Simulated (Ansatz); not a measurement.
The system is TePb.

```
Pb Te
1.0
     0.00000    3.23100    3.23100
     3.23100    0.00000    3.23100
     3.23100    3.23100    0.00000
Pb Te
1 1
Cartesian
  0.0000 0.0000 0.0000
  3.2310 3.2310 3.2310
```

```yaml
Program: Ansatz 0.2.0
Task: relaxation of cell and atoms
Functional: RPBE
Potentials_or_basis: Ansatz PAW
Cutoff: "420 eV (not typed: the program's choice for these potentials)"
k_mesh: 7 × 7 × 7
Occupations: fermi-dirac, width 0.05 eV
Spin: no spin polarisation
```

At the start: volume 33.73 Å³/atom.

Task: Where does the relaxation end?

Result: It ends after 5 steps and the volume is 36.84 Å³/atom (+9.2 %); space group Fm-3m (No. 225, to 0.05 Å).

The path:
| step | energy change (eV) | largest force (eV/Å) | volume (Å³) |
| --- | --- | --- | --- |
| 1 | 0.0000 | 0.0000 | 67.46 |
| 2 | -0.0615 | 0.0000 | 75.08 |
| 3 | -0.0643 | 0.0000 | 73.88 |
| 4 | -0.0644 | 0.0000 | 73.69 |
| 5 | -0.0652 | 0.0000 | 73.69 |

Final structure:
```cif
data_structure
_symmetry_space_group_name_H-M 'P 1'
_symmetry_Int_Tables_number 1
_cell_length_a 4.7059
_cell_length_b 4.7059
_cell_length_c 4.7059
_cell_angle_alpha 60.000
_cell_angle_beta 60.000
_cell_angle_gamma 60.000
_cell_volume 73.69
loop_
_atom_site_label
_atom_site_type_symbol
_atom_site_fract_x
_atom_site_fract_y
_atom_site_fract_z
_atom_site_occupancy
Pb1 Pb 0.00000 0.00000 0.00000 1
Te1 Te 0.50000 0.50000 0.50000 1
```

Caveat: the plane-wave basis is chosen anew once the cell has moved, so the energies of steps on either side of that aren't comparable; the PAW data sets come from PBE, with cores solved anew for the run's functional, which leaves a small shift of forces and pressure.
